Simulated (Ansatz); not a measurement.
Born–Oppenheimer molecular dynamics of a periodic cell of 16 atoms, WC (start crystal WC, start structure P-6m2, volume 1.05 times the crystal's). It starts from an unrelaxed structure (largest force component 0.06 eV/Å).

Level of theory: DFT PBE-D3(BJ), scalar-relativistic, plane waves, PAW in Ansatz. Settings: accuracy low, PAW set soft_1, cutoff 420 eV, k mesh 2x2x2, fermi-dirac smearing 0.3 eV, no spin polarisation.

```
ensemble        : NVT, Langevin thermostat
time step       : 0.75 fs
steps asked     : 200
set temperature : 3500 K
friction        : 0.02 /fs
seed            : 898395
```

Frames 1.5 fs apart, positions in Å, forces in eV/Å.

Velocities at 67.5 fs (Å/ps):

```
W 1.23 2.32 3.97
C -24.28 24.83 -7.84
W -6.53 2.92 -2.29
C -6.90 -6.77 2.70
W 1.03 -0.41 7.20
C 5.36 16.08 -21.91
W 3.95 1.12 -5.67
C 30.11 0.33 4.81
W -7.56 2.36 -1.67
C -7.21 3.01 9.42
W -0.94 0.48 -2.27
C 22.06 -9.38 -28.38
W 0.87 -1.93 -3.26
C 1.48 2.91 -13.50
W 4.65 -0.69 4.79
C -5.88 -20.22 -11.24
```

```xyz
16
Lattice="-2.9008 -5.0243 0.0000 4.3511 -2.5121 0.0000 0.0000 0.0000 5.6941" Properties=species:S:1:pos:R:3:forces:R:3 time_fs=67.5 energy_less_start_eV=4.222 T=3054
W -0.001 -4.954 -0.029 0.78 -0.87 1.06
C 1.362 -4.231 1.473 1.43 -0.19 -1.65
W -0.054 -5.126 2.905 1.99 2.64 -2.96
C 1.533 -4.328 4.296 -2.03 2.90 -1.91
W -1.359 -2.375 -0.161 -1.89 -2.97 3.03
C -0.200 -1.682 1.299 3.90 1.90 1.69
W -1.336 -2.581 2.846 -2.74 4.05 -2.46
C 0.042 -1.437 4.201 -0.06 -2.13 -0.16
W 1.454 -2.393 -0.003 -0.24 -2.23 -1.37
C 2.953 -1.588 1.451 -1.44 -1.09 -1.54
W 1.337 -2.625 2.659 2.66 2.88 4.28
C 2.737 -1.564 4.300 1.93 -1.97 -0.17
W 0.030 0.072 -0.028 -0.62 1.25 -0.10
C -1.394 -4.148 1.410 -0.58 -0.37 -0.80
W 0.061 0.173 2.788 -1.63 -3.59 0.38
C -1.343 -4.136 4.155 -1.46 -0.21 2.69
16
Lattice="-2.9008 -5.0243 0.0000 4.3511 -2.5121 0.0000 0.0000 0.0000 5.6941" Properties=species:S:1:pos:R:3:forces:R:3 time_fs=69 energy_less_start_eV=4.206 T=3148
W 0.001 -4.951 -0.023 0.52 -1.29 0.58
C 1.323 -4.201 1.456 1.83 -0.56 -1.63
W -0.064 -5.120 2.903 2.41 2.56 -3.12
C 1.516 -4.339 4.294 -1.49 2.87 -1.89
W -1.360 -2.377 -0.150 -2.18 -2.93 2.19
C -0.191 -1.659 1.268 3.70 1.67 2.33
W -1.330 -2.580 2.837 -2.73 3.92 -2.02
C 0.084 -1.437 4.211 -0.62 -2.40 -0.38
W 1.443 -2.390 -0.005 0.34 -2.17 -1.71
C 2.938 -1.589 1.465 -1.27 -1.06 -1.86
W 1.337 -2.625 2.655 2.71 3.06 4.61
C 2.768 -1.579 4.259 1.56 -2.05 0.60
W 0.032 0.070 -0.034 -0.69 1.46 -0.04
C -1.395 -4.145 1.389 -0.74 -0.12 -0.54
W 0.067 0.173 2.795 -1.99 -3.57 -0.02
C -1.352 -4.169 4.141 -1.37 0.60 2.90
16
Lattice="-2.9008 -5.0243 0.0000 4.3511 -2.5121 0.0000 0.0000 0.0000 5.6941" Properties=species:S:1:pos:R:3:forces:R:3 time_fs=70.5 energy_less_start_eV=4.249 T=2876
W 0.003 -4.947 -0.019 0.18 -1.70 0.09
C 1.283 -4.177 1.429 2.27 -0.68 -1.36
W -0.070 -5.112 2.902 2.68 2.41 -3.44
C 1.501 -4.346 4.285 -0.99 2.81 -1.81
W -1.363 -2.378 -0.137 -2.37 -2.79 1.46
C -0.173 -1.639 1.244 3.32 1.41 2.76
W -1.323 -2.579 2.828 -2.77 3.72 -1.57
C 0.123 -1.442 4.218 -1.14 -2.51 -0.59
W 1.433 -2.385 -0.008 0.89 -2.22 -1.96
C 2.921 -1.602 1.476 -1.06 -0.76 -2.09
W 1.338 -2.626 2.652 2.78 3.06 4.85
C 2.796 -1.589 4.216 1.22 -2.19 1.33
W 0.032 0.069 -0.039 -0.79 1.58 -0.04
C -1.403 -4.144 1.366 -0.77 0.12 -0.26
W 0.072 0.174 2.802 -2.41 -3.65 -0.45
C -1.371 -4.204 4.129 -1.04 1.37 3.08
16
Lattice="-2.9008 -5.0243 0.0000 4.3511 -2.5121 0.0000 0.0000 0.0000 5.6941" Properties=species:S:1:pos:R:3:forces:R:3 time_fs=72 energy_less_start_eV=4.277 T=3286
W 0.002 -4.943 -0.015 -0.13 -2.12 -0.55
C 1.254 -4.159 1.387 2.62 -0.54 -0.70
W -0.075 -5.105 2.902 2.87 2.27 -3.79
C 1.489 -4.349 4.270 -0.60 2.74 -1.65
W -1.370 -2.380 -0.124 -2.42 -2.51 0.91
C -0.143 -1.622 1.228 2.69 1.10 2.95
W -1.317 -2.580 2.818 -2.79 3.53 -1.18
C 0.153 -1.446 4.220 -1.55 -2.57 -0.77
W 1.422 -2.381 -0.013 1.45 -2.30 -2.15
C 2.901 -1.621 1.485 -0.81 -0.34 -2.22
W 1.338 -2.624 2.650 2.85 2.82 4.91
C 2.830 -1.596 4.178 0.79 -2.28 1.93
W 0.031 0.069 -0.044 -0.90 1.63 -0.07
C -1.414 -4.140 1.334 -0.76 0.34 0.19
W 0.076 0.174 2.807 -2.76 -3.76 -0.96
C -1.393 -4.233 4.122 -0.55 1.99 3.18
16
Lattice="-2.9008 -5.0243 0.0000 4.3511 -2.5121 0.0000 0.0000 0.0000 5.6941" Properties=species:S:1:pos:R:3:forces:R:3 time_fs=73.5 energy_less_start_eV=4.391 T=3089
W 0.000 -4.940 -0.009 -0.46 -2.49 -1.32
C 1.234 -4.136 1.336 2.90 -0.44 0.14
W -0.081 -5.098 2.901 2.95 2.25 -4.03
C 1.474 -4.351 4.250 -0.20 2.64 -1.42
W -1.378 -2.379 -0.110 -2.41 -2.12 0.38
C -0.115 -1.603 1.223 2.04 0.75 2.95
W -1.312 -2.578 2.809 -2.84 3.29 -0.76
C 0.176 -1.452 4.223 -1.88 -2.56 -0.95
W 1.412 -2.378 -0.017 1.98 -2.33 -2.35
C 2.881 -1.639 1.494 -0.52 0.08 -2.37
W 1.337 -2.622 2.649 2.93 2.55 4.97
C 2.868 -1.602 4.141 0.28 -2.36 2.50
W 0.030 0.067 -0.047 -1.05 1.72 -0.14
C -1.421 -4.128 1.296 -0.80 0.46 0.77
W 0.082 0.174 2.814 -3.12 -3.88 -1.60
C -1.422 -4.255 4.119 0.22 2.43 3.23
16
Lattice="-2.9008 -5.0243 0.0000 4.3511 -2.5121 0.0000 0.0000 0.0000 5.6941" Properties=species:S:1:pos:R:3:forces:R:3 time_fs=75 energy_less_start_eV=4.586 T=3044
W -0.001 -4.937 -0.001 -0.83 -2.83 -2.18
C 1.217 -4.112 1.287 3.19 -0.31 1.05
W -0.085 -5.091 2.900 2.94 2.24 -4.02
C 1.460 -4.339 4.231 0.14 2.45 -1.16
W -1.388 -2.380 -0.097 -2.32 -1.60 -0.11
C -0.093 -1.581 1.229 1.50 0.35 2.73
W -1.304 -2.573 2.801 -2.98 3.05 -0.35
C 0.193 -1.462 4.220 -2.14 -2.45 -0.99
W 1.403 -2.376 -0.020 2.38 -2.28 -2.45
C 2.868 -1.648 1.499 -0.30 0.39 -2.47
W 1.337 -2.619 2.648 3.05 2.30 4.96
C 2.909 -1.608 4.111 -0.29 -2.28 2.96
W 0.029 0.067 -0.047 -1.26 1.72 -0.25
C -1.430 -4.110 1.260 -0.79 0.46 1.35
W 0.088 0.175 2.821 -3.57 -4.04 -2.40
C -1.456 -4.274 4.118 1.27 2.82 3.31
16
Lattice="-2.9008 -5.0243 0.0000 4.3511 -2.5121 0.0000 0.0000 0.0000 5.6941" Properties=species:S:1:pos:R:3:forces:R:3 time_fs=76.5 energy_less_start_eV=4.830 T=3136
W -0.003 -4.934 0.007 -1.21 -3.14 -3.05
C 1.200 -4.087 1.242 3.47 -0.20 1.98
W -0.088 -5.084 2.897 2.89 2.09 -3.84
C 1.448 -4.321 4.211 0.39 2.16 -0.87
W -1.397 -2.381 -0.085 -2.15 -1.01 -0.55
C -0.069 -1.551 1.238 0.91 -0.18 2.50
W -1.296 -2.567 2.794 -3.12 2.83 0.00
C 0.215 -1.482 4.218 -2.55 -2.07 -1.06
W 1.394 -2.374 -0.026 2.83 -2.21 -2.40
C 2.862 -1.656 1.499 -0.20 0.71 -2.47
W 1.334 -2.615 2.648 3.28 2.04 4.86
C 2.950 -1.620 4.089 -0.88 -1.93 3.21
W 0.026 0.067 -0.046 -1.39 1.71 -0.45
C -1.442 -4.083 1.226 -0.69 0.30 1.92
W 0.093 0.175 2.828 -3.78 -4.18 -3.09
C -1.484 -4.287 4.122 2.19 3.11 3.31
16
Lattice="-2.9008 -5.0243 0.0000 4.3511 -2.5121 0.0000 0.0000 0.0000 5.6941" Properties=species:S:1:pos:R:3:forces:R:3 time_fs=78 energy_less_start_eV=5.167 T=3210
W -0.005 -4.932 0.014 -1.61 -3.37 -3.77
C 1.184 -4.059 1.200 3.69 -0.21 2.83
W -0.090 -5.079 2.895 2.85 1.81 -3.63
C 1.435 -4.301 4.186 0.64 1.81 -0.49
W -1.407 -2.382 -0.073 -1.95 -0.38 -1.07
C -0.039 -1.520 1.254 0.24 -0.72 2.18
W -1.288 -2.561 2.786 -3.30 2.58 0.35
C 0.233 -1.509 4.219 -3.00 -1.54 -1.20
W 1.385 -2.373 -0.032 3.30 -2.13 -2.30
C 2.854 -1.665 1.495 -0.08 1.03 -2.40
W 1.328 -2.608 2.648 3.61 1.75 4.71
C 2.990 -1.640 4.072 -1.58 -1.36 3.37
W 0.022 0.066 -0.045 -1.45 1.68 -0.67
C -1.462 -4.056 1.195 -0.43 0.04 2.46
W 0.098 0.175 2.832 -3.80 -4.34 -3.70
C -1.503 -4.301 4.127 2.87 3.35 3.31
16
Lattice="-2.9008 -5.0243 0.0000 4.3511 -2.5121 0.0000 0.0000 0.0000 5.6941" Properties=species:S:1:pos:R:3:forces:R:3 time_fs=79.5 energy_less_start_eV=5.452 T=3235
W -0.007 -4.932 0.019 -1.97 -3.45 -4.21
C 1.176 -4.030 1.165 3.69 -0.41 3.48
W -0.091 -5.075 2.890 2.77 1.54 -3.27
C 1.426 -4.281 4.170 0.77 1.47 -0.26
W -1.417 -2.381 -0.060 -1.72 0.16 -1.57
C -0.008 -1.489 1.277 -0.37 -1.22 1.78
W -1.280 -2.554 2.778 -3.54 2.36 0.69
C 0.230 -1.541 4.220 -3.23 -0.96 -1.32
W 1.375 -2.373 -0.040 3.69 -1.96 -2.15
C 2.837 -1.673 1.489 0.18 1.30 -2.28
W 1.322 -2.603 2.650 3.92 1.53 4.55
C 3.025 -1.661 4.059 -2.32 -0.73 3.47
W 0.015 0.064 -0.046 -1.50 1.65 -0.78
C -1.488 -4.032 1.169 -0.06 -0.25 2.94
W 0.102 0.175 2.836 -3.65 -4.39 -4.17
C -1.515 -4.307 4.139 3.31 3.36 3.09
16
Lattice="-2.9008 -5.0243 0.0000 4.3511 -2.5121 0.0000 0.0000 0.0000 5.6941" Properties=species:S:1:pos:R:3:forces:R:3 time_fs=81 energy_less_start_eV=5.670 T=2618
W -0.009 -4.935 0.022 -2.17 -3.32 -4.35
C 1.176 -4.003 1.139 3.47 -0.78 3.89
W -0.093 -5.069 2.887 2.74 1.16 -2.87
C 1.417 -4.259 4.157 0.88 1.09 -0.01
W -1.427 -2.379 -0.048 -1.52 0.63 -2.06
C 0.017 -1.454 1.308 -0.80 -1.73 1.26
W -1.271 -2.548 2.770 -3.85 2.26 1.03
C 0.215 -1.565 4.214 -3.19 -0.60 -1.19
W 1.366 -2.374 -0.046 3.87 -1.59 -2.12
C 2.817 -1.677 1.483 0.49 1.52 -2.15
W 1.317 -2.598 2.652 4.18 1.38 4.39
C 3.052 -1.690 4.056 -3.05 0.03 3.42
W 0.009 0.063 -0.046 -1.49 1.62 -0.76
C -1.514 -4.007 1.155 0.32 -0.65 3.21
W 0.107 0.178 2.839 -3.42 -4.29 -4.45
C -1.521 -4.308 4.158 3.53 3.27 2.77
16
Lattice="-2.9008 -5.0243 0.0000 4.3511 -2.5121 0.0000 0.0000 0.0000 5.6941" Properties=species:S:1:pos:R:3:forces:R:3 time_fs=82.5 energy_less_start_eV=5.837 T=2156
W -0.011 -4.939 0.024 -2.27 -3.09 -4.31
C 1.181 -3.978 1.113 3.16 -1.22 4.22
W -0.093 -5.063 2.884 2.63 0.85 -2.60
C 1.410 -4.236 4.142 0.96 0.71 0.24
W -1.437 -2.378 -0.037 -1.31 0.93 -2.47
C 0.038 -1.417 1.337 -1.13 -2.33 0.80
W -1.263 -2.543 2.762 -4.11 2.24 1.30
C 0.194 -1.583 4.205 -2.98 -0.38 -0.97
W 1.358 -2.374 -0.051 3.91 -1.15 -2.25
C 2.792 -1.680 1.473 0.89 1.71 -1.97
W 1.314 -2.593 2.655 4.34 1.32 4.22
C 3.072 -1.713 4.052 -3.65 0.62 3.41
W 0.006 0.060 -0.048 -1.56 1.67 -0.76
C -1.538 -3.992 1.151 0.71 -0.89 3.30
W 0.111 0.180 2.841 -3.02 -4.04 -4.43
C -1.518 -4.303 4.180 3.42 3.05 2.26
16
Lattice="-2.9008 -5.0243 0.0000 4.3511 -2.5121 0.0000 0.0000 0.0000 5.6941" Properties=species:S:1:pos:R:3:forces:R:3 time_fs=84 energy_less_start_eV=5.894 T=2283
W -0.012 -4.946 0.025 -2.17 -2.70 -4.09
C 1.193 -3.954 1.095 2.70 -1.81 4.36
W -0.089 -5.056 2.882 2.45 0.55 -2.38
C 1.406 -4.219 4.130 1.02 0.43 0.45
W -1.446 -2.377 -0.026 -1.09 1.10 -2.83
C 0.054 -1.381 1.361 -1.35 -2.93 0.48
W -1.258 -2.536 2.755 -4.36 2.22 1.57
C 0.170 -1.601 4.193 -2.68 -0.14 -0.70
W 1.352 -2.373 -0.057 3.86 -0.75 -2.44
C 2.766 -1.679 1.454 1.32 1.86 -1.62
W 1.311 -2.588 2.657 4.49 1.32 4.06
C 3.086 -1.729 4.059 -4.06 1.07 3.20
W 0.004 0.057 -0.049 -1.55 1.84 -0.74
C -1.556 -3.978 1.158 0.98 -1.14 3.21
W 0.114 0.182 2.843 -2.62 -3.65 -4.10
C -1.505 -4.293 4.208 3.04 2.73 1.60
```

Of the whole run (150 fs, mean temperature of the second half 3143 K): The mean temperature of the second half is 10 % below the set value. A run of 0.15 ps of so small a system gives no equilibrium averages. Limits of this set-up: coarse k mesh, low accuracy level.

Time of the run: 14 min on 1 thread of Arm Neoverse V2 (shared host), peak memory 0.51 GiB.
